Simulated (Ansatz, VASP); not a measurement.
## One calculation of NaCl, two programs

```xyz
2
Lattice="0.0713 3.0873 3.0873 3.0873 0.0713 3.0873 3.1586 3.1586 0.0000" Properties=species:S:1:pos:R:3 pbc="T T T"
Na    0.0000    0.0000    0.0323
Cl    1.5793    1.5793    1.5113
```

Change from the starting cell: shear_xy strain +4.6%.

Alike in both runs: task single point; functional PBE; k mesh 8 × 8 × 8; occupations fermi-dirac, width 0.02 eV; no spin polarisation.

|  | VASP | Ansatz |
| --- | --- | --- |
| version | VASP 6.6.1 | Ansatz 0.2.0 |
| potentials or method | VASP PAW PBE potentials, release 64 (Na_pv, Cl) | plane waves, PAW |
| plane-wave cutoff (eV) | 520 | 420 |
| valence electrons in the cell | 14 | 16 |

```csv
,VASP,Ansatz,Ansatz less VASP
gap on the k mesh at the Fermi level (eV),4.87,4.87,+0.001
pressure (GPa),0.7,0.7,+0.01
largest component of the traceless stress (GPa),0.26,0.26,0.000
```

With one functional, cell and mesh, what is left measures potentials, basis and numerics. The two sets of potentials don't hold the same shells in valence.

A k mesh can miss the band edges.
